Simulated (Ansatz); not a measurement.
Rb (begun as hP4 type, now dhcp), DFT, PBE, all-electron LAPW, scalar-relativistic (Ansatz 0.2.0), on 1 thread of Arm Neoverse V2 (shared host).

Command: `ansatz run input.yaml --threads 1 --pin off --max-ram 3072MiB --backend cpu --events-out ev --progress --plain --runs-dir out`

```yaml
crystal:
  lattice:
    - [4.1824089818, 0.0, 0.0]
    - [-2.0912044909, 3.6220724272, 0.0]
    - [0.0, 0.0, 13.2896571621]
  atoms:
    - { symbol: Rb, position: [0.0, 0.0, 0.0] }
    - { symbol: Rb, position: [0.0, 0.0, 0.5] }
    - { symbol: Rb, position: [0.3333333333, 0.6666666667, 0.25] }
    - { symbol: Rb, position: [0.6666666667, 0.3333333333, 0.75] }
kpoints:
  mp_grid: { grid: [6, 6, 4] }
scf:
  occupations: { method: fermi_dirac, width: 0.05 }
hamiltonian:
  xc: pbe
  pseudopotentials: { kind: all_electron, lapw: { basis_error: 0.001 } }
output:
  forces: true
  stress: true
  eigenvalues: true
  populations: true
```

How large is the problem that the program sets up?

21 irreducible k-points, 313 plane waves at Γ, 46 bands.

About how long does it take?

8.6 s of wall time for 8 SCF iterations. Times on shared machines scatter by tens of per cent.
